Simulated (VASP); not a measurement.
# Be (P6_3/mmc) in VASP: further runs

The runs below take Be through single point, with LDA.

All numbers are computed with VASP 6.6.1; they aren't measurements. Logs are shortened: lines on timing, memory, paths and dates and some standing lists are left out, and cuts for length are marked.

### 1 Starting point

The structure is hexagonal, space group P6_3/mmc (No. 194). Conventional cell: a = 2.285 Å, b = 2.285 Å, c = 3.584 Å, α = 90.00°, β = 90.00°, γ = 120.00°. Be (site symmetry -6m2) has 12 Be at 2.23 to 2.29 Å as nearest neighbours.

### 2 Single point, LDA

The input, INCAR:

```
  ADDGRID = F
  ALGO = Normal
  EDIFF = 1E-4
  ENCUT = 460
  GGA = CA
  ISIF = 2
  ISMEAR = 1
  LASPH = T
  LCHARG = F
  LREAL = Auto
  LWAVE = F
  NELM = 100
  PREC = Normal
  SIGMA = 0.2
```

The input, KPOINTS:

```
k-points
0
Gamma
  6 6 4
```

The input, POSCAR:

```
Be
1.0
    2.2853000000      0.0000000000      0.0000000000
   -1.1426500000      1.9791278553      0.0000000000
    0.0000000000      0.0000000000      3.5842000000
Be
2
Direct
    0.6666666667      0.3333333333      0.7500000000
    0.3333333333      0.6666666667      0.2500000000
```

Potentials or basis: VASP PAW LDA potentials, release 64 (Be).

Run with:

```bash
cat potpaw_LDA.64/Be/POTCAR > POTCAR
mpirun -np 1 vasp_std > vasp.out
```

OUTCAR:

```text
EDIFF = 1E-4
   ENCUT = 460
   GGA = CA
   ISIF = 2
   ISMEAR = 1
   LASPH = T
   LREAL = Auto
   NELM = 100
   PREC = Normal

 Found     21 irreducible k-points:

 Following reciprocal coordinates:
            Coordinates               Weight
  0.000000  0.000000  0.000000      1.000000
  0.166667  0.000000  0.000000      6.000000
  0.333333  0.000000  0.000000      6.000000
  0.500000  0.000000  0.000000      3.000000
  0.166667  0.166667  0.000000      6.000000
  0.333333  0.166667  0.000000     12.000000
   k-points           NKPTS =     21   k-points in BZ     NKDIM =     21   number of bands    NBANDS=      6
   number of dos      NEDOS =    301   number of ions     NIONS =      2
   total plane-waves  NPLWV =   2880
   dimension x,y,z NGX =    12 NGY =   12 NGZ =   20
   dimension x,y,z NGXF=    24 NGYF=   24 NGZF=   40
   ions per type =               2
   NGX,Y,Z   is equivalent  to a cutoff of   8.73,  8.73,  9.28 a.u.
   NGXF,Y,Z  is equivalent  to a cutoff of  17.46, 17.46, 18.55 a.u.
 SYSTEM =  unknown system
   PREC   = normal    normal or accurate (medium, high low for compatibility)
   ISTART =      0    job   : 0-new  1-cont  2-samecut
   ICHARG =      2    charge: 1-file 2-atom 10-const
   ISPIN  =      1    spin polarized calculation?
   LNONCOLLINEAR =      F non collinear calculations
   LSORBIT =      F    spin-orbit coupling
   LASPH  =      T    aspherical Exc in radial PAW
   ENCUT  =  460.0 eV  33.81 Ry    5.81 a.u.   4.00  4.00  6.27*2*pi/ulx,y,z
   NELM   =    100;   NELMIN=  2; NELMDL= -5     # of ELM steps
   EDIFF  = 0.1E-03   stopping-criterion for ELM
   LREAL  =      T    real-space projection
   EDIFFG = 0.1E-02   stopping-criterion for IOM
   NSW    =      0    number of steps for IOM
   IBRION =     -1    ionic relax: 0-MD 1-quasi-New 2-CG
[... 26 lines left out ...]
 non-spin polarized calculation
 Methfessel and Paxton  Order N= 1 SIGMA  =   0.20
  energy-cutoff  :      460.00
  volume of cell :       16.21
 maximum number of plane-waves:       373
   NGX =  7   NGY =  7   NGZ = 13

 number of electron       4.0000000 magnetization

 Free energy of the ion-electron system (eV)
  ---------------------------------------------------
  ext. energy  EPLUGINS =         0.00000000
  ---------------------------------------------------
  free energy    TOTEN  =        -8.33379780 eV

  energy without entropy =       -8.33583137  energy(sigma->0) =       -8.33447566

 E-fermi :   5.9230     XC(G=0): -10.5389

 val. band max:        5.7578469311   @ k =   0.3333   0.1667   0.0000
 cond. band min:       6.2938608259   @ k =   0.3333   0.0000   0.0000
 fundamental gap:      0.5360138948
 Fermi energy:         5.9230040370

 k-point     1 :       0.0000    0.0000    0.0000
  band No.  band energies     occupation
      1      -4.4942      2.00000
      2       2.2595      2.00000
      3       7.7851     -0.00000
      4      21.9231      0.00000
      5      21.9231      0.00000
      6      24.7259      0.00000

 k-point     2 :       0.1667    0.0000    0.0000
  band No.  band energies     occupation
      1      -3.7168      2.00000
      2       3.2802      2.00000
      3       7.9520     -0.00000
      4      17.4653      0.00000
      5      19.2094      0.00000
      6      24.3930      0.00000

 k-point     3 :       0.3333    0.0000    0.0000
  band No.  band energies     occupation
      1      -1.3913      2.00000
      2       6.2939     -0.02487
      3       7.0431     -0.00000
      4      12.7971      0.00000
      5      16.5469      0.00000
      6      18.4944      0.00000

 k-point     4 :       0.5000    0.0000    0.0000
  band No.  band energies     occupation
      1       1.6724      2.00000
      2       3.5054      2.00000
      3      10.0970      0.00000
      4      13.0032      0.00000
      5      13.2071      0.00000
      6      15.6062      0.00000

 k-point     5 :       0.1667    0.1667    0.0000
  band No.  band energies     occupation
      1      -2.1556      2.00000
      2       5.3023      2.00010
      3       8.0778     -0.00000
      4      13.2513      0.00000
      5      15.5408      0.00000
      6      21.3654      0.00000

 k-point     6 :       0.3333    0.1667    0.0000
  band No.  band energies     occupation
      1       0.9300      2.00000
      2       5.7578      1.99271
      3       9.1716     -0.00000
      4      10.3674      0.00000
      5      13.5256      0.00000
      6      15.5426      0.00000

 [... further k-points ...]
[... 5 lines left out ...]
  --------------------------------------------------------------------------------------
  -------------------------------------------------------------------------------------
  Total       -0.3712800     -0.3712800     -1.5441540      0.0000000     -0.0000000      0.0000000
  in kB      -36.6946584    -36.6946584   -152.6131236      0.0000000     -0.0000000      0.0000000
  external PRESSURE =     -75.3341468 kB  Pullay stress =       0.0000000 kB

 VOLUME and BASIS-vectors are now :
 -----------------------------------------------------------------------------
  energy-cutoff  :      460.00
  volume of cell :       16.21
      direct lattice vectors                 reciprocal lattice vectors
     2.285300000  0.000000000  0.000000000     0.437579311  0.252636533  0.000000000
    -1.142650000  1.979127855  0.000000000     0.000000000  0.505273066  0.000000000
     0.000000000  0.000000000  3.584200000     0.000000000  0.000000000  0.279002288

 POSITION                                       TOTAL-FORCE (eV/Angst)
 -----------------------------------------------------------------------------------
      1.14265      0.65971      2.68815         0.000000      0.000000      0.000000
     -0.00000      1.31942      0.89605        -0.000000     -0.000000      0.000000
 -----------------------------------------------------------------------------------
    total drift:                                0.000000     -0.000000      0.000000

  FREE ENERGIE OF THE ION-ELECTRON SYSTEM (eV)
  ---------------------------------------------------
  free  energy   TOTEN  =        -8.3337978044 eV

  energy  without entropy=       -8.3358313650  energy(sigma->0) =       -8.33447566
```

It took 0.8 s on 1 thread of AMD EPYC 9R45 (Zen 5), shared host; peak memory 0.07 GiB.

The run converged, but some of its settings lie outside the range that counts as converged, so its numbers aren't taken as properties of the crystal.

Results:

```
Free energy            : -8.3338 eV
Pressure               : -7.5 GPa
Band gap on the k mesh : none (metal or under the smearing width)
```

Caveat: the k mesh is coarse (spacing up to 0.53 Å⁻¹), so the values aren't converged.

### 3 Single point, LDA

INCAR is that of step 2.

KPOINTS is that of step 2.

The input, POSCAR:

```
Be
1.0
    2.2853000000      0.0000000000      0.0000000000
   -1.1426500000      1.9791278553      0.0000000000
    0.0000000000      0.0000000000      3.5842000000
Be
2
Direct
    0.6556040000      0.3139550000      0.7387090000
    0.3030700000      0.6820070000      0.2728280000
```

Potentials or basis: VASP PAW LDA potentials, release 64 (Be).

Run with:

```bash
cat potpaw_LDA.64/Be/POTCAR > POTCAR
mpirun -np 1 vasp_std > vasp.out
```

OUTCAR:

```text
EDIFF = 1E-4
   ENCUT = 460
   GGA = CA
   ISIF = 2
   ISMEAR = 1
   LASPH = T
   LREAL = Auto
   NELM = 100
   PREC = Normal

 Found     76 irreducible k-points:

 Following reciprocal coordinates:
            Coordinates               Weight
  0.000000  0.000000  0.000000      1.000000
  0.166667  0.000000  0.000000      2.000000
  0.000000  0.166667  0.000000      2.000000
 -0.166667  0.166667  0.000000      2.000000
  0.333333  0.000000  0.000000      2.000000
  0.000000  0.333333  0.000000      2.000000
   k-points           NKPTS =     76   k-points in BZ     NKDIM =     76   number of bands    NBANDS=      6
   number of dos      NEDOS =    301   number of ions     NIONS =      2
   total plane-waves  NPLWV =   2880
   dimension x,y,z NGX =    12 NGY =   12 NGZ =   20
   dimension x,y,z NGXF=    24 NGYF=   24 NGZF=   40
   ions per type =               2
   NGX,Y,Z   is equivalent  to a cutoff of   8.73,  8.73,  9.28 a.u.
   NGXF,Y,Z  is equivalent  to a cutoff of  17.46, 17.46, 18.55 a.u.
 SYSTEM =  unknown system
   PREC   = normal    normal or accurate (medium, high low for compatibility)
   ISTART =      0    job   : 0-new  1-cont  2-samecut
   ICHARG =      2    charge: 1-file 2-atom 10-const
   ISPIN  =      1    spin polarized calculation?
   LNONCOLLINEAR =      F non collinear calculations
   LSORBIT =      F    spin-orbit coupling
   LASPH  =      T    aspherical Exc in radial PAW
   ENCUT  =  460.0 eV  33.81 Ry    5.81 a.u.   4.00  4.00  6.27*2*pi/ulx,y,z
   NELM   =    100;   NELMIN=  2; NELMDL= -5     # of ELM steps
   EDIFF  = 0.1E-03   stopping-criterion for ELM
   LREAL  =      T    real-space projection
   EDIFFG = 0.1E-02   stopping-criterion for IOM
   NSW    =      0    number of steps for IOM
   IBRION =     -1    ionic relax: 0-MD 1-quasi-New 2-CG
[... 26 lines left out ...]
 non-spin polarized calculation
 Methfessel and Paxton  Order N= 1 SIGMA  =   0.20
  energy-cutoff  :      460.00
  volume of cell :       16.21
 maximum number of plane-waves:       373
   NGX =  7   NGY =  7   NGZ = 13

 number of electron       4.0000000 magnetization

 Free energy of the ion-electron system (eV)
  ---------------------------------------------------
  ext. energy  EPLUGINS =         0.00000000
  ---------------------------------------------------
  free energy    TOTEN  =        -8.26191815 eV

  energy without entropy =       -8.26350009  energy(sigma->0) =       -8.26244546

 E-fermi :   6.1342     XC(G=0): -10.5311

 val. band max:        5.9453714832   @ k =  -0.3333   0.5000   0.0000
 cond. band min:       6.2716235796   @ k =  -0.3333   0.3333   0.0000
 fundamental gap:      0.3262520963
 Fermi energy:         6.1342234171

 k-point     1 :       0.0000    0.0000    0.0000
  band No.  band energies     occupation
      1      -4.5054      2.00000
      2       2.2961      2.00000
      3       7.6991     -0.00000
      4      21.5241      0.00000
      5      22.2678      0.00000
      6      24.1540      0.00000

 k-point     2 :       0.1667    0.0000    0.0000
  band No.  band energies     occupation
      1      -3.7313      2.00000
      2       3.3173      2.00000
      3       7.8626     -0.00000
      4      17.4312      0.00000
      5      19.2361      0.00000
      6      24.0655      0.00000

 k-point     3 :       0.0000    0.1667    0.0000
  band No.  band energies     occupation
      1      -3.7315      2.00000
      2       3.3189      2.00000
      3       7.8529     -0.00000
      4      17.4576      0.00000
      5      19.2373      0.00000
      6      24.1505      0.00000

 k-point     4 :      -0.1667    0.1667    0.0000
  band No.  band energies     occupation
      1      -3.7301      2.00000
      2       3.3086      2.00000
      3       7.9166     -0.00000
      4      17.3048      0.00000
      5      19.0520      0.00000
      6      24.2547      0.00000

 k-point     5 :       0.3333    0.0000    0.0000
  band No.  band energies     occupation
      1      -1.4128      2.00000
      2       6.3367     -0.05277
      3       6.9171     -0.00000
      4      12.8988      0.00000
      5      16.5538      0.00000
      6      18.4363      0.00000

 k-point     6 :       0.0000    0.3333    0.0000
  band No.  band energies     occupation
      1      -1.4116      2.00000
      2       6.3490     -0.06239
      3       6.8631     -0.00000
      4      13.0062      0.00000
      5      16.5422      0.00000
      6      18.3735      0.00000

 [... further k-points ...]
[... 5 lines left out ...]
  --------------------------------------------------------------------------------------
  -------------------------------------------------------------------------------------
  Total       -0.4311919     -0.2128654     -1.1957265      0.1348100      0.1085461     -0.1166311
  in kB      -42.6159155    -21.0380919   -118.1770449     13.3236586     10.7279236    -11.5269827
  external PRESSURE =     -60.6103508 kB  Pullay stress =       0.0000000 kB

 VOLUME and BASIS-vectors are now :
 -----------------------------------------------------------------------------
  energy-cutoff  :      460.00
  volume of cell :       16.21
      direct lattice vectors                 reciprocal lattice vectors
     2.285300000  0.000000000  0.000000000     0.437579311  0.252636533  0.000000000
    -1.142650000  1.979127855  0.000000000     0.000000000  0.505273066  0.000000000
     0.000000000  0.000000000  3.584200000     0.000000000  0.000000000  0.279002288

 POSITION                                       TOTAL-FORCE (eV/Angst)
 -----------------------------------------------------------------------------------
      1.13951      0.62136      2.64768        -0.275071      0.255074      0.865434
     -0.08669      1.34978      0.97787         0.275071     -0.255074     -0.865434
 -----------------------------------------------------------------------------------
    total drift:                               -0.000000     -0.000000     -0.000000

  FREE ENERGIE OF THE ION-ELECTRON SYSTEM (eV)
  ---------------------------------------------------
  free  energy   TOTEN  =        -8.2619181459 eV

  energy  without entropy=       -8.2635000945  energy(sigma->0) =       -8.26244546
```

stdout:

```text
POSCAR found type information on POSCAR Be
 POSCAR found :  1 types and       2 ions
 scaLAPACK will be used
 -----------------------------------------------------------------------------
|                                                                             |
|                                                                             |
|     You have a (more or less) 'small supercell' and for smaller cells       |
|     it is recommended to use the reciprocal-space projection scheme!        |
|     The real-space optimization is not efficient for small cells and it     |
|     is also less accurate ...                                               |
|     Therefore, set LREAL=.FALSE. in the INCAR file.                         |
|                                                                             |
 -----------------------------------------------------------------------------

 LDA part: xc-table for (Slater(with rela. corr.)+CA(PZ))
 , standard interpolation
 POSCAR, INCAR and KPOINTS ok, starting setup
 FFT: planning ... GRIDC
 FFT: planning ... GRID_SOFT
 FFT: planning ... GRID
 WAVECAR not read
 entering main loop
```

Wall time 1.7 s (1 thread of AMD EPYC 9R45 (Zen 5), shared host); peak memory 0.07 GiB.

These settings aren't checked as converged: the numbers below hold their error.

What came out:

```
Free energy            : -8.2619 eV
Pressure               : -6.1 GPa
Largest force          : 0.943 eV/Å
Band gap on the k mesh : none (metal or under the smearing width)
```

Caveat: the k mesh is coarse (spacing up to 0.53 Å⁻¹), so the values aren't converged.
